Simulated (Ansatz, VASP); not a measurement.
**AlN in VASP and in Ansatz**

File INCAR:

```
ALGO = Normal
EDIFF = 1E-6
EDIFFG = -0.01
ENCUT = 600
GGA = PE
IBRION = 2
ISIF = 4
ISMEAR = 0
LASPH = T
LCHARG = F
LREAL = F
LWAVE = F
NELM = 100
NSW = 60
PREC = Accurate
SIGMA = 0.05
```

The input KPOINTS:

```
k-points
0
Gamma
  10 10 6
```

The input POSCAR:

```
AlN
1.0
    3.1130000000      0.0000000000      0.0000000000
   -1.5565000000      2.6959370820      0.0000000000
    0.0000000000      0.0000000000      4.9810000000
Al N
2 2
Direct
    0.3333333333      0.6666666667      0.0000000000
    0.6666666667      0.3333333333      0.5000000000
    0.3333333333      0.6666666667      0.3800000000
    0.6666666667      0.3333333333      0.8800000000
```

Input for Ansatz:

```yaml
crystal:
  lattice:
    - [3.113, 0.0, 0.0]
    - [-1.5565, 2.695937082, 0.0]
    - [0.0, 0.0, 4.981]
  atoms:
    - { symbol: Al, position: [0.3333333333, 0.6666666667, 0.0] }
    - { symbol: Al, position: [0.6666666667, 0.3333333333, 0.5] }
    - { symbol: "N", position: [0.3333333333, 0.6666666667, 0.38] }
    - { symbol: "N", position: [0.6666666667, 0.3333333333, 0.88] }
basis:
  ecutwfc: 420
  ecutrho_ratio: 4
kpoints:
  mp_grid: { grid: [10, 10, 6] }
hamiltonian:
  xc: pbe
scf:
  occupations: { method: gaussian, width: 0.05 }
output:
  forces: true
  stress: true
  eigenvalues: true
relax:
  f_tol: 0.01
  max_steps: 40
  cell: { stress_tol: 0.1, fix: [volume] }
```

Alike in both runs: task relaxation of shape and atoms at fixed volume; functional PBE; k mesh 10 × 10 × 6; occupations gaussian, width 0.05 eV; no spin polarisation.

```csv
,VASP,Ansatz
version,VASP 6.6.1,Ansatz 0.2.0
potentials or method,"VASP PAW PBE potentials, release 64 (Al, N)","scalar-relativistic, plane waves, PAW"
plane-wave cutoff (eV),600,420
valence electrons in the cell,16,16
```

```tsv
	VASP	Ansatz	Ansatz less VASP
gap on the k mesh at the Fermi level, each at its own relaxed structure (eV)	4.20	4.19	-0.017
relaxed volume (Å³/atom)	10.45	10.45	0.000
relaxed cell length with the largest relative difference (Å)	4.987	4.983	-0.0036
```

A k mesh can miss the band edges.
